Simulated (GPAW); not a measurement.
Write an ASE script for GPAW 26.7.0 that does the following.

| Property | Result |
| --- | --- |
| Task | relaxation of cell and atoms |
| Functional | BLYP |
| Dispersion | D3(BJ) |
| Potentials or basis | PAW data sets generated in the run's folder for this functional |
| Cutoff | 800 eV |
| Basis | pw |
| k mesh | 10 × 10 × 10 |
| Occupations | fermi-dirac, width 0.05 eV |
| Spin | no spin polarisation |
| Target pressure | 10 GPa |
| Eigensolver | davidson |
| Maxiter | 150 |
| Optimizer | FIRE |
| Fmax | 0.02 eV/Å |
| Max steps | 100 |
| Target pressure | 10 GPa |
| Convergence | density=1e-05 forces=0.0001 |

TaN:

```xyz
2
Lattice="0.0000 2.2113 2.2113 2.2113 0.0000 2.2113 2.2113 2.2113 0.0000" Properties=species:S:1:pos:R:3 pbc="T T T"
Ta    2.2113    2.2113    2.2113
N     0.0000    0.0000    0.0000
```

The cell comes from a database or a generator and needn't be the stable form of this composition.

These files were run (other wordings do the same):

run.py

```python
from ase import Atoms
from ase.calculators.mixing import SumCalculator
from ase.filters import FrechetCellFilter
from ase.io import write
from ase.optimize import FIRE
from ase.units import GPa
from dftd3.ase import DFTD3
from gpaw import GPAW, PW, setup_paths

setup_paths.insert(0, '.')

atoms = Atoms(['Ta', 'N'],
              cell=[[0.0, 2.211323, 2.211323],
                    [2.211323, 0.0, 2.211323],
                    [2.211323, 2.211323, 0.0]],
              scaled_positions=[[0.5, 0.5, 0.5],
                                [0.0, 0.0, 0.0]],
              pbc=True)

calc = GPAW(mode=PW(800),
            xc='BLYP',
            kpts={'size': (10, 10, 10), 'gamma': True},
            occupations={'name': 'fermi-dirac', 'width': 0.05},
            nbands=19,
            convergence={'density': 1e-05, 'forces': 0.0001},
            eigensolver='davidson',
            maxiter=150,
            txt='gpaw.txt')
atoms.calc = SumCalculator([calc, DFTD3(method='blyp', damping='d3bj')])
opt = FIRE(FrechetCellFilter(atoms, scalar_pressure=10 * GPa), trajectory='relax.traj', logfile='-')
done = opt.run(fmax=0.02, steps=100)
calc.write('gs.gpw')
write('result.traj', atoms)
print('Converged:', done)
print('Cell:', atoms.cell.cellpar().round(4))
print('Volume:', round(atoms.get_volume(), 4))
print(atoms.get_scaled_positions().round(5))
```

Potentials or basis: PAW data sets generated in the run's folder for this functional, pw.

Launch:

```bash
$ gpaw-setup -f BLYP N Ta
$ OMP_NUM_THREADS=1 python run.py
```

Results of the run:

| Quantity | Value |
| --- | --- |
| Relaxed volume | 10.22 Å³/atom |
| Relaxed cell | a = 3.069 Å, b = 3.069 Å, c = 3.069 Å, α = 60.00°, β = 60.00°, γ = 60.00° |
| Space group after relaxing (to 0.05 Å) | Fm-3m (No. 225) |
| Energy change on relaxing (the enthalpy is what falls) | +1.3 meV/atom |
| Ionic steps | 18 |
| Pressure after relaxing | 9.9 GPa |
| Band gap on the k mesh | none (metal or under the smearing width) |
| Dispersion energy per atom | -1.147 eV |

Caveat: later steps reuse the first step's grids; pairwise dispersion overbinds metals, which lowers pressure and volume.

Wall time 5 min on 1 thread of Intel(R) Xeon(R) Platinum 8259CL CPU @ 2.50GHz (Skylake/Cascade Lake), on a shared host, peak memory 0.35 GiB.
